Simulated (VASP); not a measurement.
A VASP 6.6.1 single-point calculation on CdTe

INCAR

```
LWAVE = .FALSE.
NELM = 56
NSW = 0
GGA = PE
SIGMA = 0.02
PREC = Accurate
LASPH = .TRUE.
EDIFF = 1E-7
LCHARG = .FALSE.
ISIF = 2
ENCUT = 500
LREAL = .FALSE.
IBRION = -1
NBANDS = 16
ISMEAR = -1
```

KPOINTS

```
KPOINTS created by Atomic Simulation Environment
0
Gamma
6 6 6
0 0 0
```

POSCAR

```
Cd Te
 1.0000000000000000
     0.0000000000000000    3.2396116692999999    3.3316974651000000
     3.2396116692999999    0.0000000000000000    3.3316974651000000
     3.2396116692999999    3.2396116692999999    0.0000000000000000
 Cd  Te
   1   1
Cartesian
  0.0000000000000000  0.0000000000000000  0.0000000000000000
  1.6198058346499999  1.6198058346499999  1.6658487325500000
```

The recommended PBE PAW datasets give the neutral cell 18 valence electrons.

Command

```
mpirun -np 1 vasp_std
```

**Question.** Predict the outcome of this run.

**Answer.** It converged. Results: gap between bands v and c on the k mesh 0.65 eV; least direct gap on the k mesh 0.65 eV; pressure 1.5 GPa. Band v is the last that the valence electrons fill when counted band by band, and c is the next.

OSZICAR

```
N       E                     dE             d eps       ncg     rms          rms(c)
DAV:   1     0.990440620065E+02    0.99044E+02   -0.80543E+03   984   0.941E+02
DAV:   2    -0.139577378854E+01   -0.10044E+03   -0.96174E+02  1176   0.232E+02
DAV:   3    -0.499353863024E+01   -0.35978E+01   -0.35939E+01  1192   0.462E+01
DAV:   4    -0.502574244589E+01   -0.32204E-01   -0.32203E-01  1456   0.387E+00
DAV:   5    -0.502590321663E+01   -0.16077E-03   -0.16077E-03  1240   0.219E-01    0.530E+00
DAV:   6    -0.480690457463E+01    0.21900E+00   -0.37314E-01  1160   0.717E+00    0.437E+00
DAV:   7    -0.479133658020E+01    0.15568E-01   -0.10549E-01  1128   0.209E+00    0.169E+00
DAV:   8    -0.479229463182E+01   -0.95805E-03   -0.10569E-02  1088   0.116E+00    0.457E-01
DAV:   9    -0.479262932867E+01   -0.33470E-03   -0.97186E-04  1168   0.323E-01    0.104E-01
DAV:  10    -0.479268721004E+01   -0.57881E-04   -0.11228E-04  1248   0.102E-01    0.555E-02
DAV:  11    -0.479272738141E+01   -0.40171E-04   -0.81366E-05  1128   0.568E-02    0.379E-02
DAV:  12    -0.479272647026E+01    0.91115E-06   -0.32024E-06  1240   0.140E-02    0.233E-02
DAV:  13    -0.479272619272E+01    0.27754E-06   -0.73568E-07  1200   0.407E-03    0.126E-02
DAV:  14    -0.479272628462E+01   -0.91903E-07   -0.90608E-07  1128   0.548E-03
   1 F= -.47927263E+01 E0= -.47927263E+01  d E =-.743063E-09
```

For comparison, a separate PBE run of the intended cell, on usual settings and not on those above, gives a gap of 0.65 eV on its mesh and a pressure of 1.5 GPa.
